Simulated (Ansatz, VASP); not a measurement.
# Ti (free-standing triangular Ti monolayer, spacing 2.904 A) in two plane-wave programs

Wanted: the spread between two codes on one cell, functional and k mesh. The cell is taken from a series of runs on this material, whose earlier steps may have relaxed, scaled, displaced or heated it; both programs get it as it stands.

Program: Ansatz 0.2.0. Level of theory: plane waves, with VASP 6.6.1 beside it; PBE. Results are calculated unless marked as measured.

## 1. Starting point

The cell holds 1 atom: 1 Ti. Its edges and angles: a = 2.904 Å, b = 2.904 Å, c = 14.000 Å, α = 90.0°, β = 90.0°, γ = 120.0°. As first built, before any earlier steps moved the atoms or strained the cell (in the runner's words): model lattice. Vacuum lies along c.

As a file:

```cif
data_structure
_symmetry_space_group_name_H-M 'P 1'
_symmetry_Int_Tables_number 1
_cell_length_a 2.9040
_cell_length_b 2.9040
_cell_length_c 14.0000
_cell_angle_alpha 90.000
_cell_angle_beta 90.000
_cell_angle_gamma 120.000
_cell_volume 102.25
loop_
_atom_site_label
_atom_site_type_symbol
_atom_site_fract_x
_atom_site_fract_y
_atom_site_fract_z
_atom_site_occupancy
Ti1 Ti 0.00000 0.00000 0.50000 1
```

## 2. Ansatz: single point, PBE, pair 1

Ansatz runs on its default PAW (the set named soft_2) files.

A single point takes one fixed geometry, so differences don't come from the geometry; what else differs is listed under the comparison.

input.yaml reads:

```yaml
crystal:
  lattice:
    - [2.904, 0.0, 0.0]
    - [-1.452, 2.514938, 0.0]
    - [0.0, 0.0, 14.0]
  atoms:
    - { symbol: Ti, position: [0.0, 0.0, 0.5], spin: 1.0 }
magnetization:
  spin_polarized: true
kpoints:
  mp_grid: { grid: [11, 11, 1] }
hamiltonian:
  xc: pbe
scf:
  occupations: { method: fermi_dirac, width: 0.1 }
  max_iter: 120
  convergence: { dr2_threshold: 1.0e-08 }
output:
  write_density: true
  write_potential: true
  elf: true
  volumetric_format: npy
```

Run with:

```console
$ ansatz run input.yaml --threads 1 --pin off --max-ram 3072MiB --backend cpu --events-out ev --progress --plain --runs-dir out
```

Numbers of over 12 decimals in the logs are rounded to 6 here.

Output:

```text
Engine: ansatz 0.2.0, aarch64-unknown-linux-gnu
Pseudopotentials: kind: paw
Pseudopotential: Ti, paw, valence charge 12, recommended cutoff 420 eV (normal), Ti.paw.azcp
Functional definition: PBE
  parameter kappa = 0.804
  parameter beta = 0.066725
  exchange = pbe_x(kappa = kappa, mu = beta*pi^2/3)
  correlation = pbe_c(beta = beta)
Crystal: 1 atoms, lattice volume = 102.247 Å³
Basis set: ecut = 420 eV, 2015 PW (Γ)
Bands: 11, of which v1, the nominal top of the filled ones, is band 6 counted from 1 (5 counted from 0)
Symmetry: 24 space group operations
Space group: P6/mmm (ITA 191), of the structure as read, at distance tolerance 4.7e-5 Å
Magnetic group: BNS 191.233 (UNI 1463), of the structure as read, at distance tolerance 4.7e-5 Å
k-points: 16 of 121
Non-local potential: Ti, projectors of the file, l = 0: 3, l = 1: 2, l = 2: 3, l = 3: 1
PAW form: soft (Blöchl's): semilocal exchange-correlation on the pseudo side does not see the compensation charge
PAW one-centre angular grid: Ti, 590 points (default); XC on 64 Gauss nodes
Initial density: superposition of atomic densities (neutral atoms: chi_scale 0, normalization atom)
Starting moments: Σ|m| = 1 μB on 1 of 1 site
Initial wavefunctions: pseudopotential atomic-orbital guess
Functional: x = pbe(κ = 0.804, μ = 0.219515), c = pbe(β = 0.066725)
SCF iter   1: F=—  HF=-2497.819643 eV  |F-HF|=—  |Δ(HF+E_count)|=         —  Δρ=1.60e-2 (↑1.60e-2 ↓1.29e-2)  dr2=1.35e0  dr2_m=7.09e-2  M=0.842 μB ∫|m|=0.842 μB  β_m=0.30  ethr=3.10e-3  ⟨swp⟩=5.9  Hψ=2249  notcnv=0
Mixer restart at iter 1: flushing history
preconditioner: auto → LDOS  [metal: Δε(μ)=0.030 eV  Ē_g=3.673 eV  σ=0.100 eV  W_gap=0.08  n_scr=8 (ndim 8)  ℏωp=7.3 eV  f_vac=0.615  D(μ)=3.66/eV (n_scr^D=28)]
spin=Collinear: LDOS preconditioning applied to the charge; magnetization (m = ρ↑ − ρ↓) channel mixes plain (no charge-response kernel on spin).
SCF iter   2: F=—  HF=-2497.736593 eV  |F-HF|=—  |Δ(HF+E_count)|=   8.31e-2  Δρ=1.07e-2 (↑1.07e-2 ↓8.41e-3)  dr2=7.14e-1  dr2_m=2.63e-2  M=0.922 μB ∫|m|=0.922 μB  β_m=0.62  ethr=3.10e-3  ⟨swp⟩=1.9  Hψ=685  notcnv=0
SCF iter   3: F=—  HF=-2497.647144 eV  |F-HF|=—  |Δ(HF+E_count)|=   8.94e-2  Δρ=3.44e-3 (↑3.44e-3 ↓3.20e-3)  dr2=3.22e-2  dr2_m=3.57e-3  M=1.181 μB ∫|m|=1.181 μB  β_m=0.81  ethr=3.10e-3  ⟨swp⟩=2.0  Hψ=577  notcnv=0
SCF iter   4: F=—  HF=-2497.689171 eV  |F-HF|=—  |Δ(HF+E_count)|=   4.20e-2  Δρ=2.31e-3 (↑2.31e-3 ↓1.86e-3)  dr2=1.47e-3  dr2_m=3.67e-3  M=1.368 μB ∫|m|=1.369 μB  β_m=0.90  ethr=2.68e-4  ⟨swp⟩=2.4  Hψ=759  notcnv=0
SCF iter   5: F=—  HF=-2497.693872 eV  |F-HF|=—  |Δ(HF+E_count)|=   4.70e-3  Δρ=1.11e-3 (↑1.09e-3 ↓1.11e-3)  dr2=2.88e-4  dr2_m=9.94e-4  M=1.512 μB ∫|m|=1.512 μB  β_m=0.95  ethr=1.23e-5  ⟨swp⟩=2.6  Hψ=655  notcnv=0
SCF iter   6: F=—  HF=-2497.695525 eV  |F-HF|=—  |Δ(HF+E_count)|=   1.65e-3  Δρ=5.73e-4 (↑5.73e-4 ↓4.84e-4)  dr2=8.12e-5  dr2_m=2.33e-4  M=1.632 μB ∫|m|=1.632 μB  β_m=0.98  ethr=2.40e-6  ⟨swp⟩=2.3  Hψ=620  notcnv=0
SCF iter   7: F=—  HF=-2497.695851 eV  |F-HF|=—  |Δ(HF+E_count)|=   3.26e-4  Δρ=1.80e-4 (↑1.80e-4 ↓1.57e-4)  dr2=6.37e-5  dr2_m=1.16e-5  M=1.715 μB ∫|m|=1.715 μB  β_m=0.99  ethr=6.77e-7  ⟨swp⟩=2.4  Hψ=623  notcnv=0
SCF iter   8: F=—  HF=-2497.695886 eV  |F-HF|=—  |Δ(HF+E_count)|=   3.56e-5  Δρ=1.33e-4 (↑1.33e-4 ↓6.98e-5)  dr2=3.12e-5  dr2_m=2.34e-6  M=1.744 μB ∫|m|=1.744 μB  β_m=0.83  ethr=5.31e-7  ⟨swp⟩=2.1  Hψ=595  notcnv=0
SCF iter   9: F=—  HF=-2497.695889 eV  |F-HF|=—  |Δ(HF+E_count)|=   3.04e-6  Δρ=7.44e-5 (↑3.80e-5 ↓7.44e-5)  dr2=3.91e-6  dr2_m=2.00e-6  M=1.739 μB ∫|m|=1.739 μB  β_m=0.84  ethr=2.60e-7  ⟨swp⟩=2.4  Hψ=488  notcnv=0
SCF iter  10: F=—  HF=-2497.695897 eV  |F-HF|=—  |Δ(HF+E_count)|=   7.64e-6  Δρ=9.03e-6 (↑9.03e-6 ↓3.42e-6)  dr2=1.08e-7  dr2_m=1.61e-8  M=1.725 μB ∫|m|=1.725 μB  β_m=0.82  ethr=3.26e-8  ⟨swp⟩=2.1  Hψ=576  notcnv=0
SCF iter  11: F=—  HF=-2497.695897 eV  |F-HF|=—  |Δ(HF+E_count)|=   1.18e-8  Δρ=9.83e-7 (↑9.83e-7 ↓8.20e-7)  dr2=2.00e-9  dr2_m=6.32e-10  M=1.725 μB ∫|m|=1.725 μB  β_m=0.91  ethr=8.97e-10  ⟨swp⟩=2.8  Hψ=655  notcnv=0
SCF iter  12: F=-2497.695897 eV  HF=-2497.695897 eV  |F-HF|=3.59e-11  |Δ(HF+E_count)|=   3.63e-9  Δρ=2.11e-7 (↑2.11e-7 ↓1.17e-7)  dr2=7.01e-11  dr2_m=5.91e-12  M=1.725 μB ∫|m|=1.725 μB  ethr=1.67e-11  ⟨swp⟩=1.8  Hψ=1399  notcnv=0
SCF 1 converged in 12 iterations: F = -2497.695897 eV  dr2 = 7.01e-11
  greatest PAW one-centre occupation: 0.999 electrons in one spin orbital (limit 2), on the Ti atom at site 0 (counted from 0), in its partial waves of l = 0
Initial density: read from a saved state, or passed on in memory by an earlier SCF of this step, an earlier step, the calling program or the single point that the run made first
Starting moments: Σ|m| = 1 μB on 1 of 1 site; this step starts from the density that it was given
Initial wavefunctions: those read from a saved state, or passed on in memory by an earlier step or the calling program
iter 1 solved again at ethr=1.00e-12 eV; its pass at ethr=8.33e-6 eV (dr2=7.03e-11 eV) is discarded
SCF iter   1: F=—  HF=-2497.695897 eV  |F-HF|=—  |Δ(HF+E_count)|=         —  Δρ=2.11e-7 (↑2.11e-7 ↓1.17e-7)  dr2=7.03e-11  dr2_m=5.92e-12  M=1.725 μB ∫|m|=1.725 μB  ethr=1.00e-12  ⟨swp⟩=1.0  Hψ=2566  notcnv=0
preconditioner: auto → LDOS  [metal: Δε(μ)=0.021 eV  Ē_g=3.420 eV  σ=0.100 eV  W_gap=0.05  n_scr=8 (ndim 8)  ℏωp=7.3 eV  f_vac=0.642  D(μ)=2.62/eV (n_scr^D=8)]
spin=Collinear: LDOS preconditioning applied to the charge; magnetization (m = ρ↑ − ρ↓) channel mixes plain (no charge-response kernel on spin).
SCF iter   2: F=—  HF=-2497.702356 eV  |F-HF|=—  |Δ(HF+E_count)|=   6.46e-3  Δρ=7.72e-3 (↑7.72e-3 ↓1.57e-3)  dr2=1.07e-1  dr2_m=1.49e-2  M=1.137 μB ∫|m|=1.137 μB  ethr=8.33e-6  ⟨swp⟩=1.0  Hψ=2381  notcnv=0
SCF iter   3: F=—  HF=-2497.695838 eV  |F-HF|=—  |Δ(HF+E_count)|=   6.52e-3  Δρ=1.79e-4 (↑1.02e-4 ↓1.79e-4)  dr2=1.03e-4  dr2_m=8.92e-6  M=1.772 μB ∫|m|=1.772 μB  ethr=8.33e-6  ⟨swp⟩=1.0  Hψ=866  notcnv=0
an SCF towards the filling of the open d shells in which the orbitals that avoid the neighbouring atoms hold both spins ahead of the others, with the run's symmetry operations kept, reached no lower state that the run goes on to. This is no proof of a minimum
WARN: The output density's exchange-correlation potential varies sharply where the density is thin. Do not read a vacuum level from v_tot or v_xc, or from such a field of the output density. On a cell that repeats whose density bears no net charge and no dipole along the vacuum's axis use v_es (v_loc + v_h of the components); under efield.dipole_correction with no amplitude use v_es + v_field, which holds any externa [...]
SCF converged after 12 iterations
Magnetization: 1.7250 μB (6.8625 up, 5.1375 down)
Absolute magnetization: 1.7250 μB (∫|ρ↑−ρ↓|, with the PAW one-centre terms)
Spin contamination: 0.0009 ħ² per cell (⟨S²⟩ above its minimum at these occupations)
Per-site moments (μB) at R_I (Å): [(1.102815, 1.197900)]
Free energy (F): -2497.695897 eV
Harris-Foulkes:  -2497.695897 eV  (|F-HF|=3.59e-11)
Internal energy: -2497.610462 eV  (E = F + TS)
E sigma→0 (E₀):  -2497.653179 eV
Entropy (-TS):   -0.085435 eV (-85.435 meV/atom)
Fermi energy:    -0.915359 eV
--- Per-component energies (eV) ---
  E_band       = -329.645079
  E_kinetic    = 269.619036
  E_local      = -4103.361399  (includes V_loc(G=0)·N_el)
  E_nonlocal   = 10.391686
  E_hartree    = 1892.234714
  E_xc         = -95.094122
  E_vxc        = -118.733144  (∫ρ·V_xc dr)
  E_paw        = -1048.356764  (= ΣΔE_a)
  E_vpaw       = -172.031165  (= ΣTr[D̂ρ^β])
  E_aug_tail   = 0.000115  (compensation charges beyond the density's cutoff)
  E_ewald      = 576.956272
  E_smearing   = -0.085435  (= −TS)
  E_closure    = 0.000000  (closes the sum)
  Σ components = -2497.695897   (vs F -2497.695897, Δ=0.00e0)
--- Band table (eV; the first three rows and the last of 32) ---
  k-point 0 ↑: bands = [... 2 lower, -34.3424, -34.3424, -5.5708, -1.7188, -1.3471, -0.4812, -0.4812, 0.7788, ... 1 higher]
  k-point 1 ↑: bands = [... 2 lower, -34.3836, -34.3518, -5.3259, -1.6072, -1.4013, -0.6347, -0.3229, 0.7387, ... 1 higher]
  k-point 2 ↑: bands = [... 2 lower, -34.4929, -34.3770, -4.6382, -1.5724, -1.3391, -0.9444, 0.1247, 0.6328, ... 1 higher]
  k-point 15 ↓: bands = [... 2 lower, -33.7905, -33.6912, -0.8739, -0.3892, -0.2425, 0.2035, 1.0142, 5.5516, ... 1 higher]
```

In the SCF lines HF is the Harris–Foulkes energy and dr2 the Hartree energy of the density residual, in eV; the loop may stop once dr2 is under the threshold and the program's other checks hold. Hψ counts applications of the Hamiltonian.

## 3. VASP: single point, PBE, pair 1

The same cell, functional, mesh and smearing now go to VASP, with its own data sets.

Lines of VASP's logs that name or quote its potential files are left out, and so is its time.

INCAR reads:

```
SYSTEM = Ti
PREC = Accurate
ENCUT = 400
EDIFF = 1E-06
NELM = 200
ISMEAR = -1
SIGMA = 0.1
LREAL = .FALSE.
ALGO = Normal
GGA = PE
NBANDS = 13
ISPIN = 2
MAGMOM = 1.1
LASPH = .TRUE.
LMAXMIX = 4
LORBIT = 11
LWAVE = .FALSE.
LCHARG = .FALSE.
ISIF = 2
GGA_COMPAT = .FALSE.
KPAR = 2
```

POSCAR reads:

```
Ti
1.0
    2.9040000000      0.0000000000      0.0000000000
   -1.4520000000      2.5149380000      0.0000000000
    0.0000000000      0.0000000000     14.0000000000
Ti
1
Direct
    0.0000000000      0.0000000000      0.5000000000
```

KPOINTS reads:

```
Automatic mesh
0
Gamma
11 11 1
0 0 0
```

The projector-augmented-wave data sets are Ti_sv (PBE family, release 64).

Run with:

```console
$ mpirun -np 2 vasp_std
```

Output:

```text
[banner, memory and clock lines left out]
running    2 mpi-ranks, on    1 nodes
 distrk:  each k-point on    1 cores,    2 groups
 distr:  one band on    1 cores,    1 groups

 POSCAR found type information on POSCAR Ti
 POSCAR found :  1 types and       1 ions
 LDA part: xc-table for (Slater+PW92), standard interpolation
 POSCAR, INCAR and KPOINTS ok, starting setup
 FFT: planning ... GRIDC
 FFT: planning ... GRID_SOFT
 FFT: planning ... GRID
 WAVECAR not read
 entering main loop
       N       E                     dE             d eps       ncg     rms          rms(c)
DAV:   1     0.572298242919E+02    0.57230E+02   -0.59943E+03  1032   0.611E+02
DAV:   2     0.210898066827E+01   -0.55121E+02   -0.53113E+02  1020   0.183E+02
DAV:   3    -0.613815181877E+01   -0.82471E+01   -0.81151E+01  1391   0.547E+01
DAV:   4    -0.646343373200E+01   -0.32528E+00   -0.32482E+00  1010   0.107E+01
DAV:   5    -0.647384567692E+01   -0.10412E-01   -0.10411E-01  1138   0.176E+00    0.658E+00
DAV:   6    -0.590829202739E+01    0.56555E+00   -0.27144E+00   922   0.157E+01    0.295E+00
DAV:   7    -0.585263414590E+01    0.55658E-01   -0.19541E-01   900   0.327E+00    0.140E+00
DAV:   8    -0.583533752373E+01    0.17297E-01   -0.68987E-02   992   0.158E+00    0.672E-01
DAV:   9    -0.584348081479E+01   -0.81433E-02   -0.10102E-02  1021   0.803E-01    0.345E-01
DAV:  10    -0.585370002314E+01   -0.10219E-01   -0.23333E-03   964   0.378E-01    0.185E-01
DAV:  11    -0.585578426293E+01   -0.20842E-02   -0.43354E-04   966   0.149E-01    0.134E-01
DAV:  12    -0.585407263312E+01    0.17116E-02   -0.62568E-04   932   0.122E-01    0.109E-01
DAV:  13    -0.585383514789E+01    0.23749E-03   -0.54245E-04   873   0.125E-01    0.850E-02
DAV:  14    -0.585668369632E+01   -0.28485E-02   -0.38432E-04   857   0.923E-02    0.873E-02
DAV:  15    -0.585840831826E+01   -0.17246E-02   -0.19685E-04   917   0.742E-02    0.674E-02
DAV:  16    -0.585993110371E+01   -0.15228E-02   -0.22971E-04   997   0.800E-02    0.489E-02
DAV:  17    -0.586101421651E+01   -0.10831E-02   -0.15186E-04   992   0.890E-02    0.330E-02
DAV:  18    -0.586184885043E+01   -0.83463E-03   -0.97790E-05   952   0.543E-02    0.226E-02
DAV:  19    -0.586232036560E+01   -0.47152E-03   -0.75100E-05   952   0.397E-02    0.148E-02
DAV:  20    -0.586239897504E+01   -0.78609E-04   -0.59621E-05   897   0.400E-02    0.945E-03
DAV:  21    -0.586243280538E+01   -0.33830E-04   -0.22042E-05   902   0.268E-02    0.524E-03
DAV:  22    -0.586243264664E+01    0.15875E-06   -0.80180E-06   919   0.194E-02
   1 F= -.58624326E+01 E0= -.58196866E+01  d E =-.854920E-01  mag=     1.7240
```

Parts of OUTCAR (step 3):

```text
ion  position               nearest neighbor table
   1  0.000  0.000  0.500-

  LATTYP: Found a hexagonal cell.
 ALAT       =     2.9040000000
 C/A-ratio  =     4.8209366391

 Subroutine GETGRP returns: Found 24 space group operations
 (whereof 24 operations were pure point group operations)

The static configuration has the point symmetry D_6h.

 Found     16 irreducible k-points:

   k-points           NKPTS =     16   k-points in BZ     NKDIM =     16   number of bands    NBANDS=     13

   dimension x,y,z NGX =    20 NGY =   20 NGZ =   96
   dimension x,y,z NGXF=    40 NGYF=   40 NGZF=  192

   ENCUT  =  400.0 eV  29.40 Ry    5.42 a.u.   4.74  4.74 22.83*2*pi/ulx,y,z

   NELECT =      12.0000    total number of electrons

 k-points in reciprocal lattice and weights: Automatic mesh
   0.00000000  0.00000000  0.00000000       0.008
   0.09090909  0.00000000  0.00000000       0.050
   0.18181818  0.00000000  0.00000000       0.050
   0.27272727  0.00000000  0.00000000       0.050
   0.36363636  0.00000000  0.00000000       0.050
   0.45454545  0.00000000  0.00000000       0.050
   0.09090909  0.09090909  0.00000000       0.050
   0.18181818  0.09090909  0.00000000       0.099
   0.27272727  0.09090909  0.00000000       0.099
[...]
0.27272727  0.27272727  0.00000000       0.050
   0.36363636  0.27272727  0.00000000       0.050

 average (electrostatic) potential at core
       1 -82.8748

 E-fermi :  -1.7710

 spin component 1
 k-point     1 :       0.0000    0.0000    0.0000
  band No.  band energies     occupation
    ...
      3     -35.2178      1.00000
      4     -35.2178      1.00000
      5      -6.4219      1.00000
      6      -2.5799      0.99969
      7      -2.1975      0.98615
      8      -1.3350      0.01262
      9      -1.3350      0.01262
     10      -0.0868      0.00000
     11      -0.0868      0.00000
     12       1.7392      0.00000
    ...

 k-point     2 :       0.0909    0.0000    0.0000
  band No.  band energies     occupation
    ...
      3     -35.2588      1.00000
      4     -35.2272      1.00000
      5      -6.1769      1.00000
      6      -2.4687      0.99907
      7      -2.2527      0.99197
      8      -1.4881      0.05579
      9      -1.1770      0.00263
     10      -0.1268      0.00000
     11       0.0104      0.00000
     12       1.9195      0.00000
    ...

 k-point     3 :       0.1818    0.0000    0.0000
  band No.  band energies     occupation
    ...
      4     -35.2522      1.00000
      5      -5.4887      1.00000
      6      -2.4258      0.99857
      7      -2.2002      0.98651
      8      -1.7982      0.56778
      9      -0.7303      0.00003
     10      -0.2323      0.00000
     11       0.3924      0.00000
     12       2.4597      0.00000
     13       3.5005      0.00000

 k-point     4 :       0.2727    0.0000    0.0000
  band No.  band energies     occupation
    ...
      3     -35.5082      1.00000
      4     -35.2848      1.00000
      5      -4.5601      1.00000
      6      -2.6699      0.99988
      7      -2.2084      0.98757
      8      -1.5997      0.15278
      9      -0.3671      0.00000
     10      -0.0833      0.00000
     11       1.1469      0.00000
     12       3.3577      0.00000
    ...

 k-point     5 :       0.3636    0.0000    0.0000
  band No.  band energies     occupation
    ...
      3     -35.6354      1.00000
      4     -35.3146      1.00000
      5      -3.9687      1.00000
      6      -2.8897      0.99999
      7      -1.7947      0.55901
      8      -1.1394      0.00181
      9      -0.4877      0.00000
     10       0.5958      0.00000
     11       2.2426      0.00000
     12       4.5832      0.00000
    ...

 k-point     6 :       0.4545    0.0000    0.0000
  band No.  band energies     occupation
    ...
      2     -35.7995      1.00000
      3     -35.7102      1.00000
      4     -35.3323      1.00000
      5      -3.9056      1.00000
      6      -3.0155      1.00000
      7      -1.0674      0.00088
      8      -0.6038      0.00001
      9      -0.5581      0.00001
     10       1.0539      0.00000
     11       3.4623      0.00000
    ...

  Total       -1.4387217     -1.4387219     -0.0937697      0.0000000     -0.0000000      0.0000000
  in kB      -22.5442316    -22.5442357     -1.4693368      0.0000000     -0.0000000      0.0000000
  external PRESSURE =     -15.5192680 kB  Pullay stress =       0.0000000 kB

  energy-cutoff  :      400.00
  volume of cell :      102.25
      direct lattice vectors                 reciprocal lattice vectors
     2.904000000  0.000000000  0.000000000     0.344352617  0.198812058  0.000000000
    -1.452000000  2.514938000  0.000000000     0.000000000  0.397624116  0.000000000
     0.000000000  0.000000000 14.000000000     0.000000000  0.000000000  0.071428571

 POSITION                                       TOTAL-FORCE (eV/Angst)
 -----------------------------------------------------------------------------------
      0.00000      0.00000      7.00000        -0.000000      0.000000      0.000000
 -----------------------------------------------------------------------------------
    total drift:                               -0.000000      0.000000      0.000000

  FREE ENERGIE OF THE ION-ELECTRON SYSTEM (eV)
  ---------------------------------------------------
  free  energy   TOTEN  =        -5.8624326466 eV

  energy  without entropy=       -5.7769406178  energy(sigma->0) =       -5.81968663

 total charge
# of ion       s       p       d       tot
------------------------------------------
    1        2.236   6.035   1.882  10.152

 magnetization (x)
# of ion       s       p       d       tot
------------------------------------------
    1        0.015   0.058   0.969   1.041

[... 6 further parts left out ...]
```

## 4. Side by side

Known differences besides the potentials themselves: VASP starts from the moments at which Ansatz ended; the cutoff is 420 eV in Ansatz and 400 eV in VASP; site moments are counted in spheres of each program's own size. Total energies have different zeros and are not compared.

Both answers:

```
          quantity  Ansatz  VASP  difference
 total moment (μB)    1.72  1.72        0.00
moment on Ti1 (μB)    1.10  1.04       +0.06
```

Where the cell holds vacuum, a pressure given here is an average over it and none of the material.

## 5. Ansatz: single point, PBE, pair 2

A single point takes one fixed geometry, so differences don't come from the geometry; what else differs is listed under the comparison.

The cell is taken from a series of runs on this material, whose earlier steps may have relaxed, scaled, displaced or heated it; both programs get it as it stands.

input.yaml, the sections that differ from step 2:

```yaml
crystal:
  lattice:
    - [2.904, 0.0, 0.0]
    - [-1.452, 2.514938, 0.0]
    - [0.0, 0.0, 14.0]
  atoms:
    - { symbol: Ti, position: [0.0, 0.0, 0.5], spin: 1.1 }
kpoints:
  mp_grid: { grid: [21, 21, 1] }
basis:
  ecutwfc: 420.0
checkpoint:
  read: start
  write: ck
  compress: false
  write_wavefunctions: false
  write_every: 100000
# magnetization, hamiltonian, scf: as in step 2
# output: removed
```

Run with:

```console
$ ansatz run input.yaml --threads 1 --pin off --max-ram 3072MiB --backend cpu --events-out ev --progress --plain --runs-dir out
```

Output:

```text
[...]
SCF converged after 9 iterations
Magnetization: 1.7970 μB (6.8985 up, 5.1015 down)
Absolute magnetization: 1.7970 μB (∫|ρ↑−ρ↓|, with the PAW one-centre terms)
[...]
Per-site moments (μB) at R_I (Å): [(1.149192, 1.197900)]
Free energy (F): -2497.694693 eV
[...]
Internal energy: -2497.611803 eV  (E = F + TS)
E sigma→0 (E₀):  -2497.653248 eV
Entropy (-TS):   -0.082890 eV (-82.890 meV/atom)
Fermi energy:    -0.914111 eV
[...]
```

(Continued in part 2 of 2.)

[Lines on the potential files, build, host, timing and source positions are cut from VASP's logs without a mark.]

[Logs are printed without paths, hosts, clocks, repeated set-up lines and the standing remarks that a program may print on its own settings, such as how far it seeks lower states.]

[Hosts, paths, dates, database ids (printed as entryN), source tags and the programs' standing remarks are cut or masked in the printed files.]
